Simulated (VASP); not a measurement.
The system is SnS.

```
Sn S
1.0
    11.20000    0.00000    0.00000
     0.00000    3.98700    0.00000
     0.00000    0.00000    4.33400
Sn S
4 4
Direct
  0.11940 0.25000 0.11980
  0.38060 0.75000 0.61980
  0.61940 0.25000 0.38020
  0.88060 0.75000 0.88020
  0.85080 0.25000 0.47930
  0.64920 0.75000 0.97930
  0.35080 0.25000 0.02070
  0.14920 0.75000 0.52070
```

| Item | Value |
| --- | --- |
| Program | VASP 6.6.1 |
| Task | relaxation of cell and atoms |
| Functional | PBE |
| Potentials or basis | VASP PAW PBE potentials, release 64 (Sn_d, S) |
| Cutoff | 600 eV |
| k mesh | 4 × 8 × 6 |
| Occupations | gaussian, width 0.03 eV |
| Spin | no spin polarisation |

At the start: pressure 2.3 GPa; volume 24.19 Å³/atom.

Task: How do energy, volume and symmetry change on relaxing?

Result: Over 14 steps the energy falls by 7.8 meV/atom and the volume is 25.59 Å³/atom (+5.8 %); space group Pnma (No. 62, to 0.05 Å).

Step by step:
```csv
step,energy change (eV),largest force (eV/Å),pressure (GPa),volume (Å³)
1,0.0000,0.1392,2.28,193.53
2,-0.0413,0.2309,-0.75,203.32
3,-0.0497,0.1269,0.08,200.38
4,-0.0530,0.1042,0.07,200.95
5,-0.0590,0.0366,0.04,202.67
6,-0.0546,0.0962,0.03,206.14
7,-0.0600,0.0116,0.03,203.70
8,-0.0613,0.0237,-0.02,204.27
9,-0.0615,0.0332,-0.06,204.62
10,-0.0619,0.0162,0.07,204.43
11,-0.0620,0.0120,0.05,204.48
12,-0.0620,0.0163,-0.07,204.91
13,-0.0620,0.0103,0.01,204.68
14,-0.0620,0.0100,-0.01,204.71
```

Final structure:
```
Sn S
1.0
    11.45574    0.00000    0.00000
     0.00000    4.02782    0.00000
     0.00000    0.00000    4.43649
Sn S
4 4
Direct
  0.12211 0.25000 0.12361
  0.37789 0.75000 0.62361
  0.62211 0.25000 0.37639
  0.87789 0.75000 0.87639
  0.85003 0.25000 0.48081
  0.64997 0.75000 0.98081
  0.35003 0.25000 0.01919
  0.14997 0.75000 0.51919
```
